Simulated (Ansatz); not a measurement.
# MgI2: a single-point run

Wanted: a converged single-point run for MgI2, and a check of what comes out. The structure is shown as the input types it. The cell is built on a prototype (CdCl2 type) and needn't be the phase found in nature.

Program: Ansatz 0.2.0. Level of theory: density functional or hybrid calculation with the settings of its input, plane waves (as first typed). These are calculated values, not measurements.

3 further runs of the same task are left out: 3 that didn't finish.

### 1 The starting structure

The structure is trigonal, space group R-3m (No. 166). Conventional cell: a = 4.157 Å, b = 4.157 Å, c = 20.677 Å, α = 90.00°, β = 90.00°, γ = 120.00°. Mg (site symmetry -3m) is surrounded by 6 I at 2.92 Å. I (site symmetry 3m) is surrounded by 3 Mg at 2.92 Å.

Structure file:

```cif
data_structure
_symmetry_space_group_name_H-M 'R-3m:H'
_symmetry_Int_Tables_number 166
_cell_length_a 4.1574
_cell_length_b 4.1574
_cell_length_c 20.6770
_cell_angle_alpha 90.000
_cell_angle_beta 90.000
_cell_angle_gamma 120.000
_cell_volume 309.49
loop_
_atom_site_label
_atom_site_type_symbol
_atom_site_symmetry_multiplicity
_atom_site_Wyckoff_symbol
_atom_site_fract_x
_atom_site_fract_y
_atom_site_fract_z
_atom_site_occupancy
Mg1 Mg 3 a 0.00000 0.00000 0.00000 1
I1 I 6 c 0.00000 0.00000 0.25269 1
```

### 2 The run

Contents of input.yaml:

```yaml
crystal:
  lattice:
    - [2.0786779653, 1.2001252828, 6.8923459395]
    - [-2.0786779653, 1.2001252828, 6.8923459395]
    - [0.0, -2.4002505656, 6.8923459395]
  atoms:
    - { symbol: Mg, position: [0.0, 0.0, 0.0] }
    - { symbol: I, position: [0.2526882635, 0.2526882635, 0.2526882635] }
    - { symbol: I, position: [0.7473117365, 0.7473117365, 0.7473117365] }
kpoints:
  mp_grid: { grid: [4, 4, 4] }
hamiltonian:
  xc: hse06
scf:
  occupations: { method: fixed }
  n_extra_bands: 4
  exx: { max_outer_iter: 1 }
output:
  forces: true
  stress: true
  eigenvalues: true
```

On the command line:

```console
$ ansatz run input.yaml --threads 4 --pin off --max-ram 3686MiB --backend cpu --events-out ev --progress --plain --runs-dir out
```

What happens when this is run?

Nothing was computed: the input was turned down at the start. It says: «invalid value for `scf.exx.max_outer_iter`: an exchange loop that starts behind the semilocal warm-up accepts no state before cycle 2, and this deck runs one: type 2 or more, or drop the key»

Look at the input: scf.exx.max_outer_iter is 1. The run was allowed too few self-consistency cycles to reach its threshold.

Fix: delete scf.exx.max_outer_iter (the default then holds).
